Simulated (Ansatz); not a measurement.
Compressing V: a fit and a missing row

V, Fm-3m, a = 3.817 Å. This isn't the element's structure at ambient conditions. Ansatz: PBE, PAW, 420 eV, Γ-centred 18×18×18 mesh on 1 atom, Gaussian smearing 0.10 eV; no spin polarisation. Symmetry fixes shape and atoms, so the cell is only scaled; pressure is positive in compression.

| V (Å³/atom) | P (GPa) |
| --- | --- |
| 12.230 | ? |
| 12.647 | 19.94 |
| 13.064 | 12.29 |
| 13.481 | 5.69 |
| 13.898 | -0.01 |
| 14.315 | -4.93 |
| 14.732 | -9.17 |
| 15.288 | -13.94 |

Problem. Take V0 = 13.898 Å³/atom, count pressures from its P0 = -0.01 GPa, fit the third-order Birch–Murnaghan form to the other rows, and predict the missing pressure.

Solution. With the Eulerian strain f = ½[(V0/V)^(2/3) − 1] and y = (P − P0)/[3f(1 + 2f)^(5/2)], the form is the line y = B0 + 1.5 B0 (B0′ − 4) f. Rows (f, y): 0.03245, 175.1; 0.02106, 175.6; 0.01026, 176.0; -0.00976, 176.5; -0.01905, 176.6; -0.03079, 176.8. Means f = 0.0006950, y = 176.10; Σ(Δf)² = 0.003005, ΣΔfΔy = -0.07899; the slope is their ratio. y = 176.1 − 26.28 f GPa, so B0 = 176.1 GPa and B0′ = 4 + 2 × (-26.28)/(3 × 176.1) = 3.90. At V = 12.230, f = 0.04449, y = 174.93 and P = 28.88 GPa. The run gave 28.81 GPa, so the fit is 0.07 GPa too high, a small miss on the scale of the series.